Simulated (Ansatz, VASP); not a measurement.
## TePb: VASP beside Ansatz

```
Te Pb
1.0
     0.00000    3.26786    3.26786
     3.26786    0.00000    3.26786
     3.26786    3.26786    0.00000
Te Pb
1 1
Cartesian
  3.2679 3.2679 3.2679
  0.0000 0.0000 0.0000
```

Alike in both runs: task single point; functional r2SCAN; k mesh 8 × 8 × 8; no spin polarisation.

|  | VASP | Ansatz |
| --- | --- | --- |
| version | VASP 6.6.1 | Ansatz 0.2.0 |
| potentials or method | VASP PAW PBE potentials, release 64 (Te, Pb_d) | plane waves, PAW |
| plane-wave cutoff (eV) | 520 | 500 |
| occupations | gaussian, width 0.01 eV | fixed |
| valence electrons in the cell | 20 | 30 |

```csv
,VASP,Ansatz,Ansatz less VASP
gap on the k mesh at the Fermi level (eV),1.09,1.09,-0.003
pressure (GPa),0.0,0.0,+0.01
```

The two sets of potentials don't hold the same shells in valence.

Caveats: the PAW data sets were made with another functional, which shifts forces and pressure a little (VASP); spin-orbit coupling is left out, which as a rule narrows the gap of such compounds by several tenths of an eV. A k mesh can miss the band edges.
